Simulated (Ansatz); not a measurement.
BN in the zincblende structure was put through Ansatz (plane waves). The cell was relaxed beforehand with r2SCAN.

The cell given to it:
```
B N
1.0
     0.00000    1.80483    1.80483
     1.80483    0.00000    1.80483
     1.80483    1.80483    0.00000
B N
1 1
Direct
  0.00000 0.00000 0.00000
  0.25000 0.25000 0.25000
```

Output, abridged:
```
Pseudopotential: B, paw, valence charge 3, recommended cutoff 420 eV (normal)
Pseudopotential: N, paw, valence charge 5, recommended cutoff 420 eV (normal)
Functional definition: HSE06
Crystal: 2 atoms, lattice volume = 11.758 Å³
Basis set: ecut = 420 eV, 259 PW (Γ)
Bands: 8, of which v1, the nominal top of the filled ones, is band 4 counted from 1 (3 counted from 0)
Symmetry: 24 space group operations
Space group: F-43m (ITA 216)
k-points: 16 of 216 (time reversal used)
[warm-up without exact exchange]
SCF 1 stopped early in 2 iterations: F = -542.270212 eV  dr2 = 2.43e-5
[exact exchange on]
Exchange kernel: α = 0.2500, screened, ω = 0.2079 Å⁻¹, Wigner–Seitz truncation, v(0) = 1019.9603 eV·Å³, q-mesh 6×6×6
preconditioner: auto → none  [insulator: Δε(μ)=5.755 eV  ℏωp=30.6 eV]
SCF 2 stopped early in 5 iterations: F = -542.449961 eV  dr2 = 1.87e-6
hybrid outer 1: dexx = +2.094e-3 eV, tail = 8.73e-6 eV
SCF 3 converged in 2 iterations: F = -542.450000 eV  dr2 = 3.11e-8
hybrid outer 2: dexx = +1.448e-7 eV, tail = 6.57e-8 eV, Δε = 1.73e-3 eV
Free energy (F): -542.450000 eV
Fermi energy:    10.387420 eV
--- Band table (eV; the first three rows and the last of 16) ---
  k-point 0: bands = [-11.7613, 10.3874, 10.3874, 10.3874, 20.9796, 20.9796]
  k-point 1: bands = [-11.0369, 7.1211, 9.7225, 9.7225, 21.4819, 21.9612]
  k-point 2: bands = [-9.0244, 1.7960, 8.6944, 8.6944, 22.0514, 22.9189]
  k-point 15: bands = [-5.4903, 1.3952, 3.6437, 3.7575, 19.7036, 24.1711]
--- G₀W₀: contour deformation, 6 samples at zero and on the imaginary axis and 2 off it, 216 q-points, 44 empty bands' worth ---
    ik  band        ε_KS         Σx   Σc(E_QP)       V_xc       Z   E_QP_lin       E_QP  E_QP is
     0     3     10.3874   -22.9405     2.6534   -20.0704  0.8454    10.1706    10.1708  root
     0     4     10.3874   -22.9405     2.6534   -20.0704  0.8454    10.1706    10.1708  root
     0     5     20.9796    -7.8300    -5.1052   -13.6924  0.8563    21.7389    21.7367  root
     0     6     20.9796    -7.8300    -5.1052   -13.6924  0.8563    21.7389    21.7367  root
     1     3      9.7225   -22.7211     2.7379   -19.7375  0.8443     9.4766     9.4769  root
     1     4      9.7225   -22.7211     2.7379   -19.7375  0.8443     9.4766     9.4769  root
     1     5     21.4819    -8.8762    -5.1547   -14.7058  0.8528    22.1586    22.1568  root
     1     6     21.9612    -7.9399    -5.2811   -13.9978  0.8522    22.7404    22.7380  root
     2     3      8.6944   -22.6330     2.9327   -19.4164  0.8419     8.4103     8.4106  root
     2     4      8.6944   -22.6330     2.9327   -19.4164  0.8419     8.4103     8.4106  root
     2     5     22.0514    -9.6039    -5.2215   -15.4403  0.8504    22.6678    22.6663  root
     2     6     22.9189    -7.6879    -5.4187   -13.8648  0.8503    23.6797    23.6772  root
     3     3      8.2759   -22.6551     3.0247   -19.3332  0.8407     7.9784     7.9788  root
     3     4      8.2759   -22.6551     3.0247   -19.3332  0.8407     7.9784     7.9788  root
     3     5     22.2906    -9.8914    -5.2391   -15.7242  0.8499    22.8857    22.8842  root
     3     6     22.9420    -7.4840    -5.3695   -13.5851  0.8523    23.6758    23.6736  root
     4     3      8.5067   -22.3322     2.8974   -19.1385  0.8421     8.2101     8.2104  root
     4     4      8.5067   -22.3322     2.8974   -19.1385  0.8421     8.2101     8.2104  root
     4     5     19.7866    -7.9825    -4.9185   -13.5457  0.8596    20.4327    20.4313  root
     4     6     23.6618    -8.3106    -5.5565   -14.6876  0.8445    24.4853    24.4822  root
     9     3      6.0109   -22.2551     3.3860   -18.4968  0.8345     5.6380     5.6386  root
     9     4      6.0109   -22.2551     3.3860   -18.4968  0.8345     5.6380     5.6386  root
     9     5     17.5322    -7.8612    -4.5902   -12.9672  0.8654    18.0489    18.0480  root
     9     6     22.3120    -7.5645    -5.0348   -13.1233  0.8610    22.8370    22.8360  root
    12     3      5.0544   -22.3169     3.5864   -18.3383  0.8307     4.6615     4.6622  root
    12     4      5.0544   -22.3169     3.5864   -18.3383  0.8307     4.6615     4.6622  root
    12     5     16.1830    -7.8094    -4.3801   -12.6543  0.8689    16.6484    16.6478  root
    12     6     21.1641    -7.7585    -4.8511   -13.0959  0.8651    21.6512    21.6504  root
    14     3      3.7667   -22.6982     3.9202   -18.3317  0.8235     3.3193     3.3204  root
    14     4      5.5267   -21.8873     3.3926   -18.1019  0.8338     5.1332     5.1339  root
    14     5     21.5260    -8.1676    -4.9917   -13.7911  0.8548    22.1594    22.1579  root
    14     6     24.0988    -7.8337    -5.6640   -14.1378  0.8453    24.7410    24.7390  root
```

The points are ik 0 = (0, 0, 0) (Γ), ik 1 = (0, 0, 1/6), ik 2 = (0, 0, 1/3), ik 3 = (0, 0, -1/2), ik 4 = (0, 1/6, 1/6), ik 9 = (0, 1/3, 1/3), ik 12 = (0, -1/2, -1/2), ik 14 = (1/6, 1/3, -1/3); band 4 is the last filled one.

Task: Write the input file that gave this output.

Result:
```yaml
crystal:
  # lattice and atoms as above
kpoints:
  mp_grid: { grid: [6, 6, 6] }
hamiltonian:
  xc: hse06
scf:
  occupations: { method: fixed }
gw:
  n_empty_bands: 44
  ecut_chi: 140
  qp_bands: [v2, c2]
  qp_kpoints: band_edges
  screening: { model: contour_deformation }
```
The exchange loop shows exact exchange. The quasiparticle table needs the gw block. Not every key shows in the log; this is the file that was used.

Command: `ansatz run input.yaml --threads 2 --pin off --max-ram 3686MiB --backend cpu --events-out ev --progress --plain --runs-dir out`. It took 14 s on 2 threads of Intel(R) Xeon(R) Platinum 8488C (Sapphire Rapids), with other jobs on the host; peak host memory 0.49 GiB.

No spin polarisation and no zero-point or thermal motion.
